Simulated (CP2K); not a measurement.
# BaTiO3 (R3m) in CP2K: settings compared

One crystal, BaTiO3, is run at these levels: PBEsol, LDA, r2SCAN, TB-mBJ; tasks: band structure.

Everything below comes from runs of CP2K 2026.2. Logs are shortened: lines on timing, memory, paths and dates and some standing lists are left out, and cuts for length are marked.

### Step 1. The crystal as given

Symmetry: R3m, No. 160, trigonal system. Conventional cell: a = 5.655 Å, b = 5.655 Å, c = 6.955 Å, α = 90.00°, β = 90.00°, γ = 120.00°. Ba (site symmetry 3m) has 12 O at 2.79 to 2.89 Å as nearest neighbours. Ti (site symmetry 3m) is surrounded by 6 O at 1.87 to 2.14 Å. Around O (site symmetry m) lie 2 Ti at 1.87 to 2.14 Å.

### Step 2. Band structure, PBEsol

batio3_bands.inp reads:

```
&GLOBAL
  PROJECT batio3_bands
  RUN_TYPE ENERGY_FORCE
  PRINT_LEVEL LOW
&END GLOBAL
&FORCE_EVAL
  METHOD QS
  STRESS_TENSOR ANALYTICAL
  &DFT
    BASIS_SET_FILE_NAME BASIS_MOLOPT_UZH
    POTENTIAL_FILE_NAME POTENTIAL_UZH
    &MGRID
      CUTOFF 600
      REL_CUTOFF 60
      NGRIDS 4
    &END MGRID
    &QS
      METHOD GPW
      EPS_DEFAULT 1.0E-10
    &END QS
    &KPOINTS
      SCHEME MONKHORST-PACK 7 7 7
      GAMMA_CENTERED T
      SYMMETRY T
      SYMMETRY_BACKEND SPGLIB
    &END KPOINTS
    &SCF
      SCF_GUESS ATOMIC
      EPS_SCF 1.0E-6
      MAX_SCF 100
      ADDED_MOS 19
      CHOLESKY OFF
      EPS_EIGVAL 1.0E-7
      &DIAGONALIZATION ON
        ALGORITHM STANDARD
      &END DIAGONALIZATION
      &MIXING ON
        METHOD BROYDEN_MIXING
        ALPHA 0.4
        BETA 1.5
        NBUFFER 8
      &END MIXING
      &SMEAR ON
        METHOD FERMI_DIRAC
        ELECTRONIC_TEMPERATURE [K] 1160.452
      &END SMEAR
    &END SCF
    &XC
      &XC_FUNCTIONAL
        &GGA_X_PBE_SOL
        &END GGA_X_PBE_SOL
        &GGA_C_PBE_SOL
        &END GGA_C_PBE_SOL
      &END XC_FUNCTIONAL
    &END XC
    &PRINT
      &KPOINTS ON
      &END KPOINTS
      &MULLIKEN ON
      &END MULLIKEN
      &MO ON
        ENERGIES T
        OCCUPATION_NUMBERS T
        &EACH
          QS_SCF 0
        &END EACH
        ADD_LAST NUMERIC
      &END MO
      &BAND_STRUCTURE
        FILE_NAME bands.bs
        ADDED_MOS 6
        &KPOINT_SET
          UNITS B_VECTOR
          NPOINTS 8
          SPECIAL_POINT GAMMA 0.00000000 0.00000000 0.00000000
          SPECIAL_POINT L 0.50000000 0.00000000 0.00000000
          SPECIAL_POINT B1 0.50000000 0.49717121 -0.49717121
        &END KPOINT_SET
        &KPOINT_SET
          UNITS B_VECTOR
          NPOINTS 8
          SPECIAL_POINT B 0.50282879 0.50000000 0.49717121
          SPECIAL_POINT Z 0.50000000 0.50000000 0.50000000
          SPECIAL_POINT GAMMA 0.00000000 0.00000000 0.00000000
          SPECIAL_POINT X 0.49858561 0.00000000 -0.49858561
        &END KPOINT_SET
        &KPOINT_SET
          UNITS B_VECTOR
          NPOINTS 8
          SPECIAL_POINT Q 0.50141439 0.49858561 0.00000000
          SPECIAL_POINT F 0.50000000 0.50000000 0.00000000
          SPECIAL_POINT P1 0.50141439 0.50141439 0.49717121
          SPECIAL_POINT Z 0.50000000 0.50000000 0.50000000
        &END KPOINT_SET
        &KPOINT_SET
          UNITS B_VECTOR
          NPOINTS 8
          SPECIAL_POINT L 0.50000000 0.00000000 0.00000000
          SPECIAL_POINT P 0.50282879 0.49858561 0.49858561
        &END KPOINT_SET
      &END BAND_STRUCTURE
    &END PRINT
  &END DFT
  &SUBSYS
    &CELL
      A 4.0042000000 0.0000000000 0.0000000000
      B 0.0113914798 4.0041837963 0.0000000000
      C 0.0113914799 0.0113591185 4.0041676844
      PERIODIC XYZ
    &END CELL
    &COORD
      Ba  0.0000000000 0.0000000000 0.0000000000
      Ti  1.9510732440 1.9455305422 1.9400192431
      O   2.0425291776 0.0758504641 2.0365196843
      O   0.0816609133 2.0423051265 2.0365196843
      O   2.0425291775 2.0367266634 0.0700729345
    &END COORD
    &KIND Ba
      BASIS_SET TZVP-MOLOPT-PBE-GTH-q10
      POTENTIAL GTH-PBE-q10
    &END KIND
    &KIND Ti
      BASIS_SET TZVP-MOLOPT-PBE-GTH-q12
      POTENTIAL GTH-PBE-q12
    &END KIND
    &KIND O
      BASIS_SET TZVP-MOLOPT-PBE-GTH-q6
      POTENTIAL GTH-PBE-q6
    &END KIND
    &PRINT
      &ATOMIC_COORDINATES ON
      &END ATOMIC_COORDINATES
      &CELL ON
      &END CELL
    &END PRINT
  &END SUBSYS
  &PRINT
    &FORCES ON
    &END FORCES
    &STRESS_TENSOR ON
    &END STRESS_TENSOR
  &END PRINT
&END FORCE_EVAL
```

Potentials or basis: POTENTIAL_UZH Ba GTH-PBE-q10, Ti GTH-PBE-q12, O GTH-PBE-q6; TZVP-MOLOPT-PBE-GTH basis.

Run with:

```bash
OMP_NUM_THREADS=1 mpirun -n 4 cp2k.psmp -i batio3_bands.inp -o batio3_bands.out
```

batio3_bands.out:

```text

 CP2K| version string:                                       CP2K version 2026.2
 CP2K| Input file name                                          batio3_bands.inp

 GLOBAL| Force Environment number                                              1
 GLOBAL| Basis set file name                                    BASIS_MOLOPT_UZH
 GLOBAL| Potential file name                                       POTENTIAL_UZH
 GLOBAL| MM Potential file name                                     MM_POTENTIAL
 GLOBAL| Coordinate file name                                      __STD_INPUT__
 GLOBAL| Method name                                                        CP2K
 GLOBAL| Project name                                               batio3_bands
 GLOBAL| Run type                                                   ENERGY_FORCE
 GLOBAL| FFT library                                                       FFTW3
 GLOBAL| Diagonalization library                                       ScaLAPACK
 GLOBAL| Cholesky decomposition library                                ScaLAPACK
 GLOBAL| DGEMM library                                                      BLAS
 GLOBAL| Direct generalized diagonalization requested                          F
 GLOBAL| Matrix multiplication library                                 ScaLAPACK
 GLOBAL| Global print level                                                  LOW
 GLOBAL| Total number of message passing processes                             4
 GLOBAL| Number of threads for this process                                    1
 GLOBAL| CPU model name                          Intel(R) Xeon(R) Platinum 8488C

 CELL| Volume [angstrom^3]:                                            64.201034
 CELL| Vector a [angstrom]:       4.004     0.000     0.000   |a| =     4.004200
 CELL| Vector b [angstrom]:       0.011     4.004     0.000   |b| =     4.004200
 CELL| Vector c [angstrom]:       0.011     0.011     4.004   |c| =     4.004200
 CELL| Angle (b,c), alpha [degree]:                                    89.837000
 CELL| Angle (a,c), beta  [degree]:                                    89.837000
 CELL| Angle (a,b), gamma [degree]:                                    89.837000
 CELL| Numerically orthorhombic:                                              NO
 CELL| Periodicity                                                           XYZ

 CELL_REF| Volume [angstrom^3]:                                        64.201034
 CELL_REF| Vector a [angstrom     4.004     0.000     0.000   |a| =     4.004200
 CELL_REF| Vector b [angstrom     0.011     4.004     0.000   |b| =     4.004200
 CELL_REF| Vector c [angstrom     0.011     0.011     4.004   |c| =     4.004200
 CELL_REF| Angle (b,c), alpha [degree]:                                89.837000
 CELL_REF| Angle (a,c), beta  [degree]:                                89.837000
 CELL_REF| Angle (a,b), gamma [degree]:                                89.837000
 CELL_REF| Numerically orthorhombic:                                          NO
 CELL_REF| Periodicity                                                       XYZ

 GENERATE|  Preliminary Number of Bonds generated:                             0
 GENERATE|  Achieved consistency in connectivity generation.

 *******************************************************************************
 *******************************************************************************
 **            Copyright (C) by CP2K developers group (2000-2026)             **
 *******************************************************************************

 TOTAL NUMBERS AND MAXIMUM NUMBERS

  Total number of            - Atomic kinds:                                   3
                             - Atoms:                                          5
                             - Shell sets:                                     5
                             - Shells:                                        41
                             - Primitive Cartesian functions:                 27
                             - Cartesian basis functions:                    127
                             - Spherical basis functions:                    113

  Maximum angular momentum of- Orbital basis functions:                        3
                             - Local part of the GTH pseudopotential:          2
                             - Non-local part of the GTH pseudopotential:      3

 MODULE QUICKSTEP: ATOMIC COORDINATES IN ANGSTROM

   Atom Kind Element         X             Y             Z       Z(eff)     Mass
      1    1 Ba   56      0.000000      0.000000      0.000000  10.0000 137.3270
      2    2 Ti   22      1.951073      1.945531      1.940019  12.0000  47.8670
[... 100 lines left out ...]
     4 Broy./Diag. 0.40E+00    6.7     0.10089285      -131.9914854177 -2.08E-02
     5 Broy./Diag. 0.40E+00    5.9     0.07104876      -131.5409936067  4.50E-01
     6 Broy./Diag. 0.40E+00    6.4     0.01383568      -131.6536854012 -1.13E-01
     7 Broy./Diag. 0.40E+00    7.5     0.01482752      -131.7194858459 -6.58E-02
     8 Broy./Diag. 0.40E+00    6.6     0.01269346      -131.6983123502  2.12E-02
     9 Broy./Diag. 0.40E+00    5.8     0.00105318      -131.6687921094  2.95E-02
    10 Broy./Diag. 0.40E+00    6.1     0.00231986      -131.6696880517 -8.96E-04
    11 Broy./Diag. 0.40E+00    7.2     0.00008726      -131.6732264445 -3.54E-03
    12 Broy./Diag. 0.40E+00    5.5     0.00009668      -131.6730757127  1.51E-04
    13 Broy./Diag. 0.40E+00    5.8     0.00003242      -131.6728579379  2.18E-04
    14 Broy./Diag. 0.40E+00    5.0     0.00001739      -131.6728403161  1.76E-05
    15 Broy./Diag. 0.40E+00    5.1     0.00000556      -131.6729302045 -8.99E-05
    16 Broy./Diag. 0.40E+00    4.8     0.00000446      -131.6729553411 -2.51E-05
    17 Broy./Diag. 0.40E+00    4.7     0.00000298      -131.6729482457  7.10E-06
    18 Broy./Diag. 0.40E+00    4.8     0.00000063      -131.6729473041  9.42E-07

  *** SCF run converged in    18 steps ***

  Electronic density on regular grids:        -39.9999999962        0.0000000038
  Core density on regular grids:               39.9999999978       -0.0000000022
  Total charge density on r-space grids:        0.0000000016
  Total charge density g-space grids:           0.0000000016

  Overlap energy of the core charge distribution:               0.00000000000031
  Self energy of the core charge distribution:               -283.45384513455707
  Core Hamiltonian energy:                                     72.43753841023033
  Hartree energy:                                             100.75070141715565
  Exchange-correlation energy:                                -21.40734189686130
  Electronic entropic energy:                                  -0.00000010005709
  Fermi energy:                                                 0.33972174041650

  Total energy:                                              -131.67294730408935
  Total energy (extrapolated to T->0):                       -131.67294725406080

 MO| EIGENVALUES AND OCCUPATION NUMBERS FOR K POINT 1
 MO|
 MO|  Index      Eigenvalue [a.u.]        Eigenvalue [eV]             Occupation
 MO|      1              -1.764096             -48.003480               2.000000
 MO|      2              -0.895917             -24.379139               2.000000
 MO|      3              -0.895917             -24.379139               2.000000
 MO|      4              -0.895547             -24.369061               2.000000
 MO|      5              -0.597849             -16.268295               2.000000
 MO|      6              -0.292783              -7.967023               2.000000
[... 481 lines left out ...]
 MO|     38               0.965390              26.269590               0.000000
 MO|     39               1.019350              27.737914               0.000000
 MO| Sum:                                                              40.000000
 MO| E(Fermi):            0.339722 a.u.          9.244299 eV

 !-----------------------------------------------------------------------------!
                     Mulliken Population Analysis

 #  Atom  Element  Kind  Atomic population                           Net charge
       1     Ba       1          8.385559                              1.614441
       2     Ti       2         10.776906                              1.223094
       3     O        3          6.945845                             -0.945845
       4     O        3          6.945845                             -0.945845
       5     O        3          6.945845                             -0.945845
 # Total charge                             40.000000                  0.000000

 !-----------------------------------------------------------------------------!

 KPOINTS| Band Structure Calculation
 KPOINTS| Number of k-point sets                                               4
 KPOINTS| Number of added MOs/bands                                            6
 KPOINTS| Number of k-points in set    1                                      17
 KPOINTS| In units of b-vector [2pi/Bohr]
 KPOINTS| Special point     1       GAMMA     0.000000     0.000000     0.000000
 KPOINTS| Special point     2           L     0.500000     0.000000     0.000000
 KPOINTS| Special point     3          B1     0.500000     0.497171    -0.497171
 KPOINTS| Number of k-points in set    2                                      25
 KPOINTS| In units of b-vector [2pi/Bohr]
 KPOINTS| Special point     1           B     0.502829     0.500000     0.497171
 KPOINTS| Special point     2           Z     0.500000     0.500000     0.500000
 KPOINTS| Special point     3       GAMMA     0.000000     0.000000     0.000000
 KPOINTS| Special point     4           X     0.498586     0.000000    -0.498586
 KPOINTS| Number of k-points in set    3                                      25
 KPOINTS| In units of b-vector [2pi/Bohr]
 KPOINTS| Special point     1           Q     0.501414     0.498586     0.000000
 KPOINTS| Special point     2           F     0.500000     0.500000     0.000000
 KPOINTS| Special point     3          P1     0.501414     0.501414     0.497171
 KPOINTS| Special point     4           Z     0.500000     0.500000     0.500000
 KPOINTS| Number of k-points in set    4                                       9
 KPOINTS| In units of b-vector [2pi/Bohr]
 KPOINTS| Special point     1           L     0.500000     0.000000     0.000000
 KPOINTS| Special point     2           P     0.502829     0.498586     0.498586

 ENERGY| Total FORCE_EVAL ( QS ) energy [hartree]           -131.672948047911717

 FORCES| Atomic forces [hartree/bohr]
 FORCES|   Atom     x               y               z               |f|
 FORCES|      1 -1.32757712E-03 -1.32380676E-03 -1.32005393E-03   2.29291686E-03
 FORCES|      2  1.61927349E-03  1.61467265E-03  1.61009219E-03   2.79671437E-03
 FORCES|      3  9.47670928E-04 -2.27398606E-03  9.51444020E-04   2.64089729E-03
 FORCES|      4 -2.27128099E-03  9.54137788E-04  9.51446500E-04   2.64089884E-03
 FORCES|      5  9.47672216E-04  9.44980223E-04 -2.27669299E-03   2.64090916E-03
 FORCES| Sum    -8.42414792E-05 -8.40021513E-05 -8.37642027E-05
 FORCES| Total atomic force                                       1.45497182E-04

 STRESS| Analytical stress tensor [bar]
 STRESS|                        x                   y                   z
 STRESS|      x        1.03782087150E+04  -6.71468259079E+02  -6.69590320829E+02
 STRESS|      y       -6.71468259079E+02   1.03820378541E+04  -6.67678083296E+02
 STRESS|      z       -6.69590320829E+02  -6.67678083296E+02   1.03858442076E+04
 STRESS| 1/3 Trace                                             1.03820302589E+04
 STRESS| Determinant                                           1.10447870426E+12

 STRESS| Eigenvectors and eigenvalues of the analytical stress tensor [bar]
 STRESS|                        1                   2                   3
 STRESS| Eigenvalues   9.04286165192E+03   1.10515940023E+04   1.10516351224E+04
 STRESS|      x           0.578993415643     -0.670684850720     -0.463625339748
 STRESS|      y           0.577343228514      0.738768514487     -0.347700846263
 STRESS|      z           0.575709493696     -0.066354449871      0.814957462602
```

Run time: 2 min. Hardware: 4 MPI ranks of Intel Xeon Platinum 8488C (Sapphire Rapids), shared host.

What came out:

- Free energy: -3583.0031 eV
- Pressure: 1.0 GPa
- Largest force: 0.144 eV/Å
- Band gap along the path: 2.34 eV, indirect (least direct gap 2.71 eV)
- Mulliken charges: Ba +1.61; Ti +1.22; O -0.95 e

Forces in eV/Å, atoms in the order of the input:
```
Ba  -0.068 -0.068 -0.068
Ti   0.083  0.083  0.083
O    0.049 -0.117  0.049
O   -0.117  0.049  0.049
O    0.049  0.049 -0.117
```

Levels at the corners of the path, in eV from the valence-band top:
```tsv
point	band 16	band 17	band 18	band 19	band 20	band 21	band 22	band 23	band 24	band 25
Γ	-1.35	-1.11	-0.53	-0.39	-0.39	2.34	2.34	2.49	4.53	4.53
L	-2.12	-1.71	-1.65	-0.98	-0.84	2.51	3.81	3.90	4.50	6.20
B1	-2.35	-2.31	-0.02	-0.02	0.00	4.37	4.52	4.52	6.56	6.56
B	-2.35	-2.31	-0.02	-0.02	0.00	4.37	4.52	4.52	6.56	6.56
Z	-2.35	-2.31	-0.02	-0.02	0.00	4.37	4.52	4.52	6.56	6.56
Γ	-1.35	-1.11	-0.53	-0.39	-0.39	2.34	2.34	2.49	4.53	4.53
X	-2.75	-1.65	-0.87	-0.83	-0.08	3.89	3.89	4.23	5.09	7.82
Q	-2.75	-1.65	-0.87	-0.83	-0.08	3.89	3.89	4.23	5.09	7.82
F	-2.76	-1.65	-0.87	-0.83	-0.08	3.89	3.89	4.23	5.09	7.82
P1	-2.35	-2.31	-0.02	-0.02	0.00	4.37	4.52	4.52	6.56	6.56
Z	-2.35	-2.31	-0.02	-0.02	0.00	4.37	4.52	4.52	6.56	6.56
L	-2.12	-1.71	-1.65	-0.98	-0.84	2.51	3.81	3.90	4.50	6.20
P	-2.35	-2.31	-0.02	-0.02	0.00	4.37	4.52	4.52	6.56	6.56
```

Caveat: Mulliken charges move with the basis; the potentials were made for another functional, which shifts forces and pressure; spin-orbit coupling is left out, which moves the levels of the heavy elements; the basis of atomic orbitals isn't converged, which shifts pressures, moduli and gaps.

### Step 3. Band structure, LDA

Edit batio3_bands.inp of step 2 so:

```diff
@@ -10,3 +10,3 @@
     BASIS_SET_FILE_NAME BASIS_MOLOPT_UZH
-    POTENTIAL_FILE_NAME POTENTIAL_UZH
+    POTENTIAL_FILE_NAME GTH_POTENTIALS
     &MGRID
@@ -18,3 +18,3 @@
       METHOD GPW
-      EPS_DEFAULT 1.0E-10
+      EPS_DEFAULT 1.0E-9
     &END QS
@@ -49,6 +49,6 @@
       &XC_FUNCTIONAL
-        &GGA_X_PBE_SOL
-        &END GGA_X_PBE_SOL
-        &GGA_C_PBE_SOL
-        &END GGA_C_PBE_SOL
+        &LDA_X
+        &END LDA_X
+        &LDA_C_PW
+        &END LDA_C_PW
       &END XC_FUNCTIONAL
@@ -70,3 +70,3 @@
         FILE_NAME bands.bs
-        ADDED_MOS 6
+        ADDED_MOS 4
         &KPOINT_SET
@@ -111,7 +111,8 @@
     &COORD
+      SCALED
       Ba  0.0000000000 0.0000000000 0.0000000000
-      Ti  1.9510732440 1.9455305422 1.9400192431
-      O   2.0425291776 0.0758504641 2.0365196843
-      O   0.0816609133 2.0423051265 2.0365196843
-      O   2.0425291775 2.0367266634 0.0700729345
+      Ti  0.4845000000 0.4845000000 0.4845000000
+      O   0.5086000000 0.0175000000 0.5086000000
+      O   0.0175000000 0.5086000000 0.5086000000
+      O   0.5086000000 0.5086000000 0.0175000000
     &END COORD
@@ -119,3 +120,3 @@
       BASIS_SET TZVP-MOLOPT-PBE-GTH-q10
-      POTENTIAL GTH-PBE-q10
+      POTENTIAL GTH-PADE-q10
     &END KIND
@@ -123,3 +124,3 @@
       BASIS_SET TZVP-MOLOPT-PBE-GTH-q12
-      POTENTIAL GTH-PBE-q12
+      POTENTIAL GTH-PADE-q12
     &END KIND
@@ -127,3 +128,3 @@
       BASIS_SET TZVP-MOLOPT-PBE-GTH-q6
-      POTENTIAL GTH-PBE-q6
+      POTENTIAL GTH-PADE-q6
     &END KIND
```

Potentials or basis: GTH_POTENTIALS Ba GTH-PADE-q10, Ti GTH-PADE-q12, O GTH-PADE-q6; TZVP-MOLOPT-PBE-GTH basis.

Run with:

```bash
OMP_NUM_THREADS=1 mpirun -n 4 cp2k.psmp -i batio3_bands.inp -o batio3_bands.out
```

Wall time 85 s (4 MPI ranks of Intel Xeon Platinum 8488C (Sapphire Rapids), shared host).

Results (log left out):

| Quantity | Value |
| --- | --- |
| Free energy | -3597.8849 eV |
| Pressure | -4.8 GPa |
| Largest force | 0.142 eV/Å |
| Band gap along the path | 2.31 eV, indirect (least direct gap 2.70 eV) |
| Mulliken charges | Ba +1.61; Ti +1.49; O -1.03 e |

Forces in eV/Å, atoms in the order of the input:
```
Ba  -0.082 -0.082 -0.082
Ti   0.020  0.020  0.020
O    0.031  0.001  0.031
O    0.001  0.031  0.031
O    0.031  0.031  0.001
```

Levels at the corners of the path, in eV from the valence-band top:
```
point  band 17  band 18  band 19  band 20  band 21  band 22  band 23  band 24
    Γ    -1.10    -0.55    -0.40    -0.40     2.31     2.31     2.46     4.53
    L    -1.72    -1.66    -0.98    -0.84     2.48     3.77     3.87     4.49
   B1    -2.35    -0.02    -0.02     0.00     4.33     4.48     4.48     6.58
    B    -2.35    -0.02    -0.02     0.00     4.33     4.48     4.48     6.58
    Z    -2.35    -0.02    -0.02     0.00     4.33     4.48     4.48     6.58
    Γ    -1.10    -0.55    -0.40    -0.40     2.31     2.31     2.46     4.53
    X    -1.66    -0.89    -0.85    -0.08     3.85     3.86     4.19     5.09
    Q    -1.66    -0.89    -0.85    -0.08     3.85     3.86     4.19     5.09
    F    -1.66    -0.89    -0.85    -0.08     3.85     3.86     4.19     5.09
   P1    -2.35    -0.02    -0.02     0.00     4.33     4.48     4.48     6.58
    Z    -2.35    -0.02    -0.02     0.00     4.33     4.48     4.48     6.58
    L    -1.72    -1.66    -0.98    -0.84     2.48     3.77     3.87     4.49
    P    -2.35    -0.02    -0.02     0.00     4.33     4.48     4.48     6.58
```

Caveat: Mulliken charges move with the basis; spin-orbit coupling is left out, which moves the levels of the heavy elements; the basis of atomic orbitals isn't converged, which shifts pressures, moduli and gaps.

(Part 1 of 2 ends here.)
